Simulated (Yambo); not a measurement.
# GaN (P6_3mc) in Yambo: a series of runs, part 2 of 3

Yambo 5.3.0. Earlier steps stand in the parts before.

### Step 3. Optical spectrum, PBE

File optics1.in:

```
optics
chi
Chimod= "HARTREE"
% BndsRnXd
 1 | 43 |
%
NGsBlkXd= 3 Ry
% LongDrXd
 1 | 0 | 0 |
%
% QpntsRXd
 1 | 1 |
%
% EnRngeXd
 0 | 20 | eV
%
% DmRngeXd
 0.1 | 0.1 | eV
%
ETStpsXd= 200
```

File scf.in:

```
&CONTROL
  calculation = 'scf'
  prefix = 'pwscf'
  outdir = './tmp'
  pseudo_dir = './pseudo'
/
&SYSTEM
  ibrav = 0
  nat = 4
  ntyp = 2
  ecutwfc = 84
  nbnd = 26
  occupations = 'smearing'
  smearing = 'fd'
  degauss = 0.00367493
  force_symmorphic = .true.
/
&ELECTRONS
  conv_thr = 8d-10
  electron_maxstep = 120
  mixing_beta = 0.5
/
ATOMIC_SPECIES
Ga    69.7230 Ga.upf
N     14.0070 N.upf
CELL_PARAMETERS angstrom
   3.1800000000    0.0000000000    0.0000000000
  -1.5900000000    2.7539607840    0.0000000000
   0.0000000000    0.0000000000    5.1660000000
ATOMIC_POSITIONS crystal
Ga     0.6666666667    0.3333333333    0.5000000000
Ga     0.3333333333    0.6666666667    0.0000000000
N      0.6666666667    0.3333333333    0.8750000000
N      0.3333333333    0.6666666667    0.3750000000
K_POINTS automatic
12 12 6 0 0 0
```

File nscf.in:

```
&CONTROL
  calculation = 'nscf'
  prefix = 'pwscf'
  outdir = './tmp'
  pseudo_dir = './pseudo'
/
&SYSTEM
  ibrav = 0
  nat = 4
  ntyp = 2
  ecutwfc = 84
  nbnd = 98
  occupations = 'fixed'
  force_symmorphic = .true.
/
&ELECTRONS
  conv_thr = 1d-08
  diago_full_acc = .true.
  diago_thr_init = 1d-06
/
ATOMIC_SPECIES
Ga    69.7230 Ga.upf
N     14.0070 N.upf
CELL_PARAMETERS angstrom
   3.1800000000    0.0000000000    0.0000000000
  -1.5900000000    2.7539607840    0.0000000000
   0.0000000000    0.0000000000    5.1660000000
ATOMIC_POSITIONS crystal
Ga     0.6666666667    0.3333333333    0.5000000000
Ga     0.3333333333    0.6666666667    0.0000000000
N      0.6666666667    0.3333333333    0.8750000000
N      0.3333333333    0.6666666667    0.3750000000
K_POINTS automatic
3 3 2 0 0 0
```

Potentials or basis: PseudoDojo 0.4.1 SR PBE standard.

Started as:

```console
> OMP_NUM_THREADS=1 pw.x -in scf.in > scf.out
> OMP_NUM_THREADS=1 pw.x -in nscf.in > nscf.out
> cd tmp/pwscf.save; p2y; mv SAVE ../..; cd ../..
> OMP_NUM_THREADS=1 yambo
> OMP_NUM_THREADS=1 yambo -F optics1.in -J optics1 -C optics1_out
```

Yambo's report:

```text
[... sections 02.01 to 02.04 as in the set-up run ...]

  [02.05] Energies & Occupations
  ==============================

  [X] === General ===
  [X] Electronic Temperature                        :  0.000000  0.000000 [eV K]
  [X] Bosonic    Temperature                        :  0.000000  0.000000 [eV K]
  [X] Finite Temperature mode                       : no
  [X] El. density                                   :  0.79573E+24 [cm-3]
  [X] Fermi Level                                   :  10.80262 [eV]

  [X] === Gaps and Widths ===
  [X] Conduction Band Min                           :  2.006943 [eV]
  [X] Valence Band Max                              :  0.000000 [eV]
  [X] Filled Bands                                  :  18
  [X] Empty Bands                                   :   19   98
  [X] Direct Gap                                    :  2.006943 [eV]
  [X] Direct Gap localized at k                     :  1
  [X] Indirect Gap                                  :  2.006943 [eV]
  [X] Indirect Gap between kpts                     :  1  1
  [X] Last valence band width                       :  2.708371 [eV]
  [X] 1st conduction band width                     :  4.521092 [eV]

 [03] Transferred momenta grid and indexing
 ==========================================

 IBZ Q-points                                      :   6
 BZ  Q-points                                      :  18

 K/Q-points units:
 rlu = crystal or reduced units; cc = cartesian coordinates; iku = interal k-units

 Q [1]          [rlu]:  0.000000  0.000000  0.000000
 Q [2]          [rlu]:  0.000000  0.000000 -0.500000
 Q [3]          [rlu]: -0.12609E-16  0.33333       0.0000
 Q [4]          [rlu]: -0.12609E-16  0.33333     -0.50000
 Q [5]          [rlu]:  0.333333  0.333333  0.000000
 Q [6]          [rlu]:  0.333333  0.333333 -0.500000

 [WARNING] [Xd] User bands 1-43 break level degeneracy

 [04] Dipoles
 ============

  [04.01] Setup: observables and procedures
  =========================================

  [WARNING] [x,Vnl] slows the Dipoles computation. To neglect it rename the ns.kb_pp file
  [WF-Oscillators/G space/Transverse up loader] Normalization (few states)  min/max  :  0.93434E-17   1.0000

  [WR./optics1//ndb.dipoles]------------------------------------------------------
   Brillouin Zone Q/K grids (IBZ/BZ)                :   6  18   6  18
   RL vectors                                       :   5011 [WF]
   Fragmentation                                    : yes
   Electronic Temperature                           :  0.000000 [K]
   Bosonic    Temperature                           :  0.000000 [K]
   DIP band range                                   :    1   43
   DIP band range limits                            :  18  19
   DIP e/h energy range                             : -1.000000 -1.000000 [eV]
   RL vectors in the sum                            :   5011
   [r,Vnl] included                                 : yes
   Bands ordered                                    : yes
   Direct v evaluation                              : no
   Approach used                                    : G-space v
   Dipoles computed                                 : R V P [G-space]
   Wavefunctions                                    : Perdew, Burke & Ernzerhof(X)+Perdew, Burke & Ernzerhof(C)

  [WARNING] [r,Vnl^pseudo] included in position and velocity dipoles.

  [WARNING] In case H contains other non local terms, these are neglected

 [05] Optics
 ===========

 [X-CG] R(p) Tot o/o(of R):   1153   8100    100
```

o-optics1.eps_q1_inv_rpa_dyson:

```text
# Absorption @ Q(1):   1.00000000      0.00000000      0.00000000    [q->0 direction]
#
# [ X ] Hartree size                              :   35
# [GEN] GF Energies                               : Perdew, Burke & Ernzerhof(X)+Perdew, Burke & Ernzerhof(C)
# [GEN] Green`s Function                          : T-ordered
#
# [GEN] Gauge                                     : Length
# [GEN] [r,Vnl] included                          : yes
#
#    E[1] [eV]          Im(eps)            Re(eps)            Im(eps_o)          Re(eps_o)
#
        0.000000           0.258156           10.21370           0.257776           10.36171
        0.100503           0.259572           10.22395           0.259179           10.37183
        0.201005           0.263885           10.25497           0.263457           10.40246
        0.301508           0.271307           10.30760           0.270821           10.45443
        0.402010           0.282213           10.38329           0.281650           10.52919
        0.502513           0.297188           10.48420           0.296531           10.62891
[... 192 lines left out ...]
        19.89950           0.370234           0.110552           0.459040           0.090727
        20.00000           0.425010           0.100736           0.462188           0.061720
#
```

Wall time 5.5 min (1 thread of Intel Xeon at 2.50GHz (Skylake/Cascade Lake), shared host); peak memory 0.29 GiB.

Results:

```
Band gap on the k mesh, mean-field level                              : 2.01 eV, direct
Electronic dielectric constant along the field                        : 10.21
Electronic dielectric constant along the field, independent particles : 10.36
```

Dielectric function (along the field direction of the input):
```tsv
energy (eV)	real part	imaginary part
0.30	10.31	0.27
0.90	11.22	0.42
1.61	16.45	2.20
2.31	-3.49	4.14
3.02	4.93	0.56
3.62	7.33	0.43
4.32	10.99	0.94
5.03	3.89	6.63
5.73	1.36	12.14
6.33	17.69	6.95
7.04	-1.14	7.52
7.74	1.83	2.66
8.44	-8.40	4.97
9.05	1.12	2.56
9.75	-4.75	4.51
10.45	0.46	3.14
11.16	-4.69	8.95
11.76	1.43	6.58
12.46	-3.05	3.07
13.17	-1.03	1.94
13.87	-1.38	1.64
14.47	-2.50	1.35
15.18	-0.22	0.42
15.88	-2.55	2.03
16.58	-0.27	0.55
17.19	-0.31	1.65
17.89	-0.72	1.04
18.59	-0.86	0.81
19.30	-0.23	0.69
20.00	0.10	0.43
```

Caveat: the k mesh is coarse (spacing up to 0.76 Å⁻¹), so the values aren't converged; spectra need much finer meshes, so this one isn't converged; these spectra lack excitons; an odd mesh through Γ misses points on the zone boundary, where band edges often lie.

### Step 4. Optical spectrum by the Bethe-Salpeter equation, PBE

File bse2.in:

```
optics
bse
bss
rim_cut
em1s
RandQpts= 1000000
RandGvec= 50 RL
Chimod= "HARTREE"
% BndsRnXs
 1 | 43 |
%
NGsBlkXs= 5 Ry
% LongDrXs
 1 | 0 | 0 |
%
BSKmod= "SEX"
BSEmod= "retarded"
BSSmod= "d"
% BSEQptR
 1 | 1 |
%
% BSEBands
 17 | 20 |
%
BSENGexx= 20 Ry
BSENGBlk= 5 Ry
% BEnRange
 0 | 20 | eV
%
% BDmRange
 0.1 | 0.1 | eV
%
BEnSteps= 200
% BLongDir
 1 | 0 | 0 |
%
BSEprop= "abs"
WRbsWF
% KfnQP_E
 0.48 | 1.0 | 1.0 |
%
```

scf.in is that of step 3.

nscf.in is that of step 3.

Potentials or basis: PseudoDojo 0.4.1 SR PBE standard.

Started as:

```console
> OMP_NUM_THREADS=1 pw.x -in scf.in > scf.out
> OMP_NUM_THREADS=1 pw.x -in nscf.in > nscf.out
> cd tmp/pwscf.save; p2y; mv SAVE ../..; cd ../..
> OMP_NUM_THREADS=1 yambo
> mkdir -p bse2; ln -s $PWD/g0w00/ndb.RIM bse2/
> OMP_NUM_THREADS=1 yambo -F bse2.in -J bse2 -C bse2_out
> OMP_NUM_THREADS=1 ypp -J bse2 -C bse2_out -e s -b 1
```

Yambo's report:

```text
[... sections 02.01 to 02.04 as in the set-up run ...]

  [02.05] Energies & Occupations
  ==============================

  [X] === General ===
  [X] Electronic Temperature                        :  0.000000  0.000000 [eV K]
  [X] Bosonic    Temperature                        :  0.000000  0.000000 [eV K]
  [X] Finite Temperature mode                       : no
  [X] El. density                                   :  0.79573E+24 [cm-3]
  [X] Fermi Level                                   :  10.80262 [eV]

  [X] === Gaps and Widths ===
  [X] Conduction Band Min                           :  2.006943 [eV]
  [X] Valence Band Max                              :  0.000000 [eV]
  [X] Filled Bands                                  :  18
  [X] Empty Bands                                   :   19   98
  [X] Direct Gap                                    :  2.006943 [eV]
  [X] Direct Gap localized at k                     :  1
  [X] Indirect Gap                                  :  2.006943 [eV]
  [X] Indirect Gap between kpts                     :  1  1
  [X] Last valence band width                       :  2.708371 [eV]
  [X] 1st conduction band width                     :  4.521092 [eV]

 [03] Transferred momenta grid and indexing
 ==========================================

 [BZ sampling] Q-grid is User defined and/or read from the database

 IBZ Q-points                                      :   6
 BZ  Q-points                                      :  18

 K/Q-points units:
 rlu = crystal or reduced units; cc = cartesian coordinates; iku = interal k-units

 Q [1]          [rlu]:  0.000000  0.000000  0.000000
 Q [2]          [rlu]:  0.000000  0.000000 -0.500000
 Q [3]          [rlu]: -0.12609E-16  0.33333       0.0000
 Q [4]          [rlu]: -0.12609E-16  0.33333     -0.50000
 Q [5]          [rlu]:  0.333333  0.333333  0.000000
 Q [6]          [rlu]:  0.333333  0.333333 -0.500000

  [03.01] X + BSE indexes
  =======================

   [03.01.01] Sigma indexes
   ========================

   [WR./SAVE//ndb.kindx]-----------------------------------------------------------
    Fragmentation                                    : no
[... 208 lines left out ...]
     [K] Bands                                        :  17  20
     [K] Exchange                                     : yes [res]
     [K] Correlation                                  : yes [res]
     [K] Kernel`s coupling                            : no
     [K] Exchange                                     : no [cpl]
     [K] Correlation                                  : no [cpl]
     [K] W interaction is bare                        : no
     [K] ALDA kernel in R-space                       : no
     [K] RL vectors                                   :   465 [exchange]
     [K] RL vectors                                   :   67 [correlation]
     [K] E/h energy range                             : -1.000000 -1.000000 [eV]
     [K] Coupling range                               :  100.0000  100.0000 [o/o]
     [W] Interaction is diagonal                      : no
     [W] Matrix size                                  :   67
     [W] Bands                                        :    1   43
     [W] e/h energy range                             : -1.000000 -1.000000 [eV]
     [W] Poles                                        :  100.0000 [o/o]
     [W] RL vectors in the sum                        :   5011
     [W] [r,Vnl] included                             : yes
     [W] Field direction                              :  0.100000E-4   0.00000      0.00000
     [W] Coulomb Cutoff                               : none
     [W] Hxc Kernel                                   : HARTREE
     [RIM] RL components                              :   55 [col]
     [RIM] Random points                              :  1000000 [col]
     [SOC] Perturbative SOC                           : no
     [K] Kernel long-range exchange                   : BAR

    [08.01.05.03] Wave-Function Phases
    ==================================

    [BSE] WF phases found       :  56.25000 [o/o]

   [08.01.06] BSE solver(s) @q1
   ============================

   [08.01.07] Diago Solver @q1
   ===========================

   [WR./bse2//ndb.BS_diago_Q1]-----------------------------------------------------
    BS kernel          energies                      : Perdew, Burke & Ernzerhof(X)+Perdew, Burke & Ernzerhof(C)+ user defined corrections @E
    [K] Identifier                                   :  2266
    [K] Dimension                                    :   72
    [K] Bands                                        :  17  20
    [K] Exchange                                     : yes [res]
    [K] Correlation                                  : yes [res]
    [K] Kernel`s coupling                            : no
    [K] Exchange                                     : no [cpl]
    [K] Correlation                                  : no [cpl]
    [K] W interaction is bare                        : no
    [K] ALDA kernel in R-space                       : no
    [K] RL vectors                                   :   465 [exchange]
    [K] RL vectors                                   :   67 [correlation]
    [K] E/h energy range                             : -1.000000 -1.000000 [eV]
    [K] Coupling range                               :  100.0000  100.0000 [o/o]
    [W] Interaction is diagonal                      : no
    [W] Matrix size                                  :   67
    [W] Bands                                        :    1   43
    [W] e/h energy range                             : -1.000000 -1.000000 [eV]
    [W] Poles                                        :  100.0000 [o/o]
    [W] RL vectors in the sum                        :   5011
    [W] [r,Vnl] included                             : yes
    [W] Field direction                              :  0.100000E-4   0.00000      0.00000
    [W] Coulomb Cutoff                               : none
    [W] Hxc Kernel                                   : HARTREE
    [RIM] RL components                              :   55 [col]
    [RIM] Random points                              :  1000000 [col]
    [SOC] Perturbative SOC                           : no
    [K] Kernel long-range exchange                   : BAR
    [BSS] Eigenstates included                       : yes
    [BSS] Field direction                            :  0.100000E-4   0.00000      0.00000
    [BSS] Eigenstates computed                       :   72
    [BSS] Number of BSE matrices                     :  1
```

o-bse2.eps_q1_diago_bse:

```text
# Absorption @ Q(1):   1.00000000      0.00000000      0.00000000    [q->0 direction]
#
[... 52 lines left out ...]
#
        0.000000           0.000000           6.916512           0.000000           6.037366
        0.100503           0.017195           6.925066           0.010435           6.042571
        0.201005           0.034811           6.950933           0.021059           6.058279
        0.301508           0.053297           6.994745           0.032071           6.084772
        0.402010           0.073161           7.057600           0.043687           6.122540
        0.502513           0.095007           7.141135           0.056156           6.172299
[... 192 lines left out ...]
        19.89950           0.003172           0.713982           0.003775           0.667156
        20.00000           0.003118           0.717143           0.003708           0.670915
#
```

o-bse2.exc_qpt1_E_sorted:

```text
# [K] Identifier                                  :  2266
# [K] Dimension                                   :   72
# [K] Bands                                       :  17  20
# [K] Exchange                                    : yes [res]
# [K] Correlation                                 : yes [res]
# [K] Kernel`s coupling                           : no
# [K] Exchange                                    : no [cpl]
# [K] Correlation                                 : no [cpl]
[... 30 lines left out ...]
#
     2.15932626        0.442935476         1.00000000
     2.15933082        0.778791511         2.00000000
     4.43051544        0.430326732E-2      3.00000000
     4.43060244        0.604736215E-2      4.00000000
     4.97953482        0.139933754         5.00000000
     4.98161856        0.156498749         6.00000000
[... 33 lines left out ...]
     6.75827984        0.652601856E-4      40.0000000
     6.75925569        0.470196377E-3      41.0000000
[... 33 further lines ...]
```

It took 5.6 min on 1 thread of Intel Xeon at 2.50GHz (Skylake/Cascade Lake), shared host; peak memory 0.29 GiB.

What came out:

```yaml
Band_gap_on_the_k_mesh_mean-field_level: 2.01 eV, direct
Exciton_binding_energy: 0.33 eV
Lowest_exciton_energy: 2.16 eV
Lowest_bright_exciton_energy: 2.16 eV
```

Dielectric function (along the field direction of the input):
```csv
energy (eV),real part,imaginary part
0.30,6.99,0.05
0.80,7.54,0.18
1.31,9.11,0.53
1.81,15.00,3.01
2.31,-13.82,12.06
2.81,-1.29,0.96
3.32,1.56,0.38
3.82,3.16,0.30
4.32,4.98,0.60
4.82,9.13,3.23
5.33,5.07,1.92
5.83,-3.52,13.31
6.33,10.35,6.35
6.83,-11.58,4.52
7.34,-4.16,0.75
7.84,-1.26,0.71
8.34,-3.19,2.64
8.84,-1.98,0.24
9.35,-1.20,0.11
9.85,-0.76,0.07
10.35,-0.44,0.06
10.85,-0.41,0.14
11.36,-0.16,0.04
11.86,-0.01,0.03
12.36,0.10,0.02
12.86,0.19,0.02
13.37,0.27,0.01
13.87,0.34,0.01
14.37,0.39,0.01
14.87,0.44,0.01
15.38,0.48,0.01
15.88,0.52,0.01
16.38,0.56,0.01
16.88,0.59,0.01
17.39,0.61,0.01
17.89,0.64,0.00
18.39,0.66,0.00
18.89,0.68,0.00
19.40,0.70,0.00
20.00,0.72,0.00
```

Lowest exciton energies (eV): 2.16, 2.16, 4.43, 4.43, 4.98, 4.98, 5.02, 5.02

Excitons:
| energy (eV) | strength (relative to the strongest) |
| --- | --- |
| 2.159 | 0.44 |
| 2.159 | 0.78 |
| 4.431 | 0.0043 |
| 4.431 | 0.006 |
| 4.980 | 0.14 |
| 4.982 | 0.16 |
| 5.019 | 0.0028 |
| 5.021 | 0.0031 |
| 5.763 | 0.52 |
| 5.764 | 0.025 |
| 5.764 | 1.1e-05 |
| 5.782 | 0.0061 |

Caveat: the k mesh is coarse (spacing up to 0.76 Å⁻¹), so the values aren't converged; the scissor is the correction of the direct gap in an earlier G0W0 run on the same states; exciton energies and binding change strongly with the k mesh and aren't converged on this one; spectra need much finer meshes, so this one isn't converged; an odd mesh through Γ misses points on the zone boundary, where band edges often lie.

(Continued in part 3 of 3.)
